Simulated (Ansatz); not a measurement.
Relaxed CoPt (CuAu type, space group P4/mmm):

```xyz
2
Lattice="2.6948 0.0000 0.0000 0.0000 2.6948 0.0000 0.0000 0.0000 3.7242" Properties=species:S:1:pos:R:3 pbc="T T T"
Co     1.3474     1.3474     1.8621
Pt     0.0000     0.0000     0.0000
```

In each cell atom 2 (Pt, nearest neighbour Co at 2.664 Å; its periodic images, 2.7 Å or more away, move with it) moves by s·(0.707, 0.707, 0.000) (along Cartesian [110]), the rest being held.

All values below come from PBE (plane waves to 420 eV, PAW, scalar-relativistic; Ansatz, a quantum-chemistry and plane-wave program). k mesh 14×14×10 (Γ-centred), Fermi-Dirac smearing 0.05 eV. E stands for the smeared free energy. With partly filled bands, energies and forces of such displacements shift with the k mesh and the smearing. CoPt was relaxed with its symmetry unable to fall. Relaxed CoPt ends ferromagnetic. Spin-orbit coupling is left out, though Pt is heavy. Other magnetic orders were not checked, so this need not be the ground state. The zero of ΔE is the undisplaced structure. The last digit holds for this mesh only.

| s (Å) | ΔE (meV/cell) |
|---|---|
| -0.530 | withheld |
| -0.424 | 401.9 |
| -0.318 | 213.9 |
| -0.212 | 90.3 |
| -0.106 | 21.7 |
| 0.000 | 0.0 |
| 0.106 | 21.7 |
| 0.212 | 90.3 |
| 0.318 | 213.9 |
| 0.424 | 401.9 |
| 0.530 | withheld |

### Question
Fit an even polynomial form (powers 2, 4, 6) to the given rows and predict ΔE at s = -0.530.

### Answer
Least squares on the 9 given rows: ΔE = (1911)·s² + (2302)·s⁴ + (-2753)·s⁶, in meV/cell with s in Å; root-mean-square residual 0.04 meV/cell. At -0.530 the fit gives 657.4 meV/cell; the calculation gives 661.8 meV/cell, so the extrapolation is off by -4.4 (-0.7 %). The quadratic term alone would give 536.8 meV/cell.

(For displaced atoms, the force is minus the slope of the energy, and its curvature is a force constant, which sets phonon frequencies.)
